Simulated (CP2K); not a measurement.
# Hf (P-1) in CP2K: convergence with eps default

Aim: find how far eps default must go before the results for Hf settle, at RPBE. This setting moves, with any that are tied to it; all else stays.

Everything below comes from runs of CP2K 2026.2. Logs are shortened: lines on timing, memory, paths and dates and some standing lists are left out, and cuts for length are marked.

## 1. The cell of the first run

The typed cell holds 1 atom: a = 2.932 Å, b = 2.907 Å, c = 2.906 Å, α = 87.35°, β = 90.54°, γ = 89.28°.

The cell was built by a generator and needn't be a form met in nature.

The cell isn't the ideal one: cell strained at random at fixed volume.

## 2. With eps default 1.0E-6

Input file hf_converge.inp:

```
&GLOBAL
  PROJECT hf_converge
  RUN_TYPE ENERGY_FORCE
  PRINT_LEVEL LOW
&END GLOBAL
&FORCE_EVAL
  METHOD QS
  STRESS_TENSOR ANALYTICAL
  &DFT
    BASIS_SET_FILE_NAME BASIS_MOLOPT_UZH
    POTENTIAL_FILE_NAME POTENTIAL_UZH
    &MGRID
      CUTOFF 450
      REL_CUTOFF 60
      NGRIDS 5
    &END MGRID
    &QS
      METHOD GPW
      EPS_DEFAULT 1.0E-6
    &END QS
    &KPOINTS
      SCHEME MONKHORST-PACK 7 7 7
      GAMMA_CENTERED T
      SYMMETRY T
      SYMMETRY_BACKEND SPGLIB
    &END KPOINTS
    &SCF
      SCF_GUESS ATOMIC
      EPS_SCF 1.0E-6
      MAX_SCF 100
      ADDED_MOS 11
      CHOLESKY OFF
      EPS_EIGVAL 1.0E-7
      &DIAGONALIZATION ON
        ALGORITHM STANDARD
      &END DIAGONALIZATION
      &MIXING ON
        METHOD BROYDEN_MIXING
        ALPHA 0.4
        BETA 1.5
        NBUFFER 8
      &END MIXING
      &SMEAR ON
        METHOD FERMI_DIRAC
        ELECTRONIC_TEMPERATURE 580.23
      &END SMEAR
    &END SCF
    &XC
      &XC_FUNCTIONAL
        &GGA_X_RPBE
        &END GGA_X_RPBE
        &GGA_C_PBE
        &END GGA_C_PBE
      &END XC_FUNCTIONAL
    &END XC
    &PRINT
      &KPOINTS ON
      &END KPOINTS
      &MULLIKEN ON
      &END MULLIKEN
      &MO ON
        ENERGIES T
        OCCUPATION_NUMBERS T
        &EACH
          QS_SCF 0
        &END EACH
        ADD_LAST NUMERIC
      &END MO
    &END PRINT
  &END DFT
  &SUBSYS
    &CELL
      A 2.9322119917 0.0000000000 0.0000000000
      B 0.0363900522 2.9067973436 0.0000000000
      C -0.0272806353 0.1349264355 2.9025088324
      PERIODIC XYZ
    &END CELL
    &COORD
      Hf  1.4798862191 1.4807036368 1.4207838785
    &END COORD
    &KIND Hf
      BASIS_SET DZVP-MOLOPT-PBE-GTH-q12
      POTENTIAL GTH-PBE-q12
    &END KIND
    &PRINT
      &ATOMIC_COORDINATES ON
      &END ATOMIC_COORDINATES
      &CELL ON
      &END CELL
    &END PRINT
  &END SUBSYS
  &PRINT
    &FORCES ON
    &END FORCES
    &STRESS_TENSOR ON
    &END STRESS_TENSOR
  &END PRINT
&END FORCE_EVAL
```

Potentials or basis: POTENTIAL_UZH Hf GTH-PBE-q12; DZVP-MOLOPT-PBE-GTH basis.

On the command line:

```
> OMP_NUM_THREADS=1 cp2k.psmp -i hf_converge.inp -o hf_converge.out
```

Wall time 14 s (1 thread of Arm Neoverse V1, shared host); peak memory 0.21 GiB.

What came out:

| Quantity | Value |
| --- | --- |
| Free energy | -1340.6364 eV |
| Pressure | 2.9 GPa |
| Band gap on the k mesh | none (metal or under the smearing width) |

## 3. With eps default 1.0E-7

Edit hf_converge.inp of step 2 so:

```diff
@@ -18,3 +18,3 @@
       METHOD GPW
-      EPS_DEFAULT 1.0E-6
+      EPS_DEFAULT 1.0E-7
     &END QS
```

Potentials or basis: POTENTIAL_UZH Hf GTH-PBE-q12; DZVP-MOLOPT-PBE-GTH basis.

On the command line:

```
> OMP_NUM_THREADS=1 cp2k.psmp -i hf_converge.inp -o hf_converge.out
```

Wall time 18 s (1 thread of Arm Neoverse V1, shared host); peak memory 0.21 GiB.

Results:

| Quantity | Value |
| --- | --- |
| Free energy | -1340.6348 eV |
| Pressure | 3.1 GPa |
| Band gap on the k mesh | none (metal or under the smearing width) |

## 4. With eps default 1.0E-8

Edit hf_converge.inp of step 3 so:

```diff
@@ -18,3 +18,3 @@
       METHOD GPW
-      EPS_DEFAULT 1.0E-7
+      EPS_DEFAULT 1.0E-8
     &END QS
```

On the command line:

```
> OMP_NUM_THREADS=1 cp2k.psmp -i hf_converge.inp -o hf_converge.out
```

Wall time 22 s (1 thread of Arm Neoverse V1, shared host); peak memory 0.22 GiB.

Results:

| Quantity | Value |
| --- | --- |
| Free energy | -1340.6348 eV |
| Pressure | 3.1 GPa |
| Band gap on the k mesh | none (metal or under the smearing width) |

## 5. With eps default 1.0E-9

Edit hf_converge.inp of step 4 so:

```diff
@@ -18,3 +18,3 @@
       METHOD GPW
-      EPS_DEFAULT 1.0E-8
+      EPS_DEFAULT 1.0E-9
     &END QS
```

On the command line:

```
> OMP_NUM_THREADS=1 cp2k.psmp -i hf_converge.inp -o hf_converge.out
```

Run time: 26 s. Hardware: 1 thread of Arm Neoverse V1, shared host; peak memory 0.22 GiB.

What came out:

- Free energy: -1340.6348 eV
- Pressure: 3.1 GPa
- Band gap on the k mesh: none (metal or under the smearing width)

## 6. With eps default 1.0E-10

Edit hf_converge.inp of step 5 so:

```diff
@@ -18,3 +18,3 @@
       METHOD GPW
-      EPS_DEFAULT 1.0E-9
+      EPS_DEFAULT 1.0E-10
     &END QS
```

Potentials or basis: POTENTIAL_UZH Hf GTH-PBE-q12; DZVP-MOLOPT-PBE-GTH basis.

On the command line:

```
> OMP_NUM_THREADS=1 cp2k.psmp -i hf_converge.inp -o hf_converge.out
```

It took 31 s on 1 thread of Arm Neoverse V1, shared host; peak memory 0.23 GiB.

Results (log left out):

```
Free energy            : -1340.6348 eV
Pressure               : 3.1 GPa
Band gap on the k mesh : none (metal or under the smearing width)
```

## 7. With eps default 1.0E-11

Edit hf_converge.inp of step 6 so:

```diff
@@ -18,3 +18,3 @@
       METHOD GPW
-      EPS_DEFAULT 1.0E-10
+      EPS_DEFAULT 1.0E-11
     &END QS
```

On the command line:

```
> OMP_NUM_THREADS=1 cp2k.psmp -i hf_converge.inp -o hf_converge.out
```

Wall time 36 s (1 thread of Arm Neoverse V1, shared host); peak memory 0.24 GiB.

It converged, with:

```yaml
Free_energy: -1340.6348 eV
Pressure: 3.1 GPa
Band_gap_on_the_k_mesh: none (metal or under the smearing width)
```

## 8. With eps default 1.0E-12

Edit hf_converge.inp of step 7 so:

```diff
@@ -18,3 +18,3 @@
       METHOD GPW
-      EPS_DEFAULT 1.0E-11
+      EPS_DEFAULT 1.0E-12
     &END QS
```

Potentials or basis: POTENTIAL_UZH Hf GTH-PBE-q12; DZVP-MOLOPT-PBE-GTH basis.

On the command line:

```
> OMP_NUM_THREADS=1 cp2k.psmp -i hf_converge.inp -o hf_converge.out
```

hf_converge.out:

```text

 CP2K| version string:                                       CP2K version 2026.2
 CP2K| Input file name                                           hf_converge.inp

 GLOBAL| Force Environment number                                              1
 GLOBAL| Basis set file name                                    BASIS_MOLOPT_UZH
 GLOBAL| Potential file name                                       POTENTIAL_UZH
 GLOBAL| MM Potential file name                                     MM_POTENTIAL
 GLOBAL| Coordinate file name                                      __STD_INPUT__
 GLOBAL| Method name                                                        CP2K
 GLOBAL| Project name                                                hf_converge
 GLOBAL| Run type                                                   ENERGY_FORCE
 GLOBAL| FFT library                                                       FFTW3
[... 5 lines left out ...]
 GLOBAL| Global print level                                                  LOW
 GLOBAL| Total number of message passing processes                             1
 GLOBAL| Number of threads for this process                                    1
 GLOBAL| CPU model name                                                  UNKNOWN

 CELL| Volume [angstrom^3]:                                            24.739087
 CELL| Vector a [angstrom]:       2.932     0.000     0.000   |a| =     2.932212
 CELL| Vector b [angstrom]:       0.036     2.907     0.000   |b| =     2.907025
 CELL| Vector c [angstrom]:      -0.027     0.135     2.903   |c| =     2.905771
 CELL| Angle (b,c), alpha [degree]:                                    87.345523
 CELL| Angle (a,c), beta  [degree]:                                    90.537925
 CELL| Angle (a,b), gamma [degree]:                                    89.282754
 CELL| Numerically orthorhombic:                                              NO
 CELL| Periodicity                                                           XYZ

 CELL_REF| Volume [angstrom^3]:                                        24.739087
 CELL_REF| Vector a [angstrom     2.932     0.000     0.000   |a| =     2.932212
 CELL_REF| Vector b [angstrom     0.036     2.907     0.000   |b| =     2.907025
[... 151 lines left out ...]
  Electronic entropic energy:                                  -0.00091187640805
  Fermi energy:                                                 0.32641540330368

  Total energy:                                               -49.26742358408094
  Total energy (extrapolated to T->0):                        -49.26696764587691

 MO| EIGENVALUES AND OCCUPATION NUMBERS FOR K POINT 1
 MO|
 MO|  Index      Eigenvalue [a.u.]        Eigenvalue [eV]             Occupation
 MO|      1              -1.908098             -51.922000               2.000000
 MO|      2              -0.802395             -21.834281               2.000000
 MO|      3              -0.801311             -21.804778               2.000000
 MO|      4              -0.800963             -21.795319               2.000000
 MO|      5               0.272789               7.422958               2.000000
 MO|      6               0.286790               7.803945               2.000000
[... 298 lines left out ...]
 MO|      6               0.317546               8.640855               1.984109
[... 9 lines left out ...]
 MO|     16               1.171758              31.885148               0.000000
 MO|     17               1.379934              37.549911               0.000000
 MO| Sum:                                                              12.414497
 MO| E(Fermi):            0.326415 a.u.          8.882215 eV

 [... the levels of further k-points ...]

 !-----------------------------------------------------------------------------!
                     Mulliken Population Analysis

 #  Atom  Element  Kind  Atomic population                           Net charge
       1     Hf       1         12.000000                             -0.000000
 # Total charge                             12.000000                 -0.000000

 !-----------------------------------------------------------------------------!

 ENERGY| Total FORCE_EVAL ( QS ) energy [hartree]            -49.267424658922181

 FORCES| Atomic forces [hartree/bohr]
 FORCES|   Atom     x               y               z               |f|
 FORCES|      1 -2.73491706E-04  1.11401329E-04 -6.13920233E-05   3.01623855E-04
 FORCES| Sum    -2.73491706E-04  1.11401329E-04 -6.13920233E-05
 FORCES| Total atomic force                                       3.01623855E-04

 STRESS| Analytical stress tensor [bar]
 STRESS|                        x                   y                   z
 STRESS|      x        3.29575753086E+04   1.00500895329E+04  -7.87503797882E+03
 STRESS|      y        1.00500895329E+04   3.16415597277E+04   3.45189222338E+04
 STRESS|      z       -7.87503797882E+03   3.45189222338E+04   2.82310816554E+04
 STRESS| 1/3 Trace                                             3.09434055639E+04
 STRESS| Determinant                                          -2.01083428121E+13

 STRESS| Eigenvectors and eigenvalues of the analytical stress tensor [bar]
 STRESS|                        1                   2                   3
 STRESS| Eigenvalues  -8.48051405386E+03   3.66967502396E+04   6.46139805060E+04
 STRESS|      x           0.291911723739     -0.954374010330      0.062911000232
 STRESS|      y          -0.664754653749     -0.155155170020      0.730772278849
 STRESS|      z           0.687669103466      0.255141375755      0.679716177912
```

Wall time 41 s (1 thread of Arm Neoverse V1, shared host); peak memory 0.24 GiB.

Results:

| Quantity | Value |
| --- | --- |
| Free energy | -1340.6348 eV |
| Pressure | 3.1 GPa |
| Band gap on the k mesh | none (metal or under the smearing width) |

## 9. Summary

```csv
eps default,"energy less the tightest run, at zero smearing (meV/atom)",pressure (GPa),SCF cycles,CPU time (s),peak memory (GiB)
1.0E-6,-1.55,2.93,11,14,0.21
1.0E-7,0.01,3.09,11,18,0.21
1.0E-8,-0.04,3.09,11,22,0.22
1.0E-9,0.00,3.09,11,26,0.22
1.0E-10,0.00,3.09,11,31,0.23
1.0E-11,0.00,3.09,11,36,0.24
1.0E-12,0.00,3.09,11,41,0.24
```

Against the tightest run, the energy stays within 1 meV/atom from 1.0E-7 on; the pressure stays within 0.1 GPa from 1.0E-7 on. The tightest run that finished is the yardstick and may itself not be fully converged.

Caveats: the potentials were made for another functional, which shifts forces and pressure; the basis of atomic orbitals isn't converged, which shifts pressures, moduli and gaps.
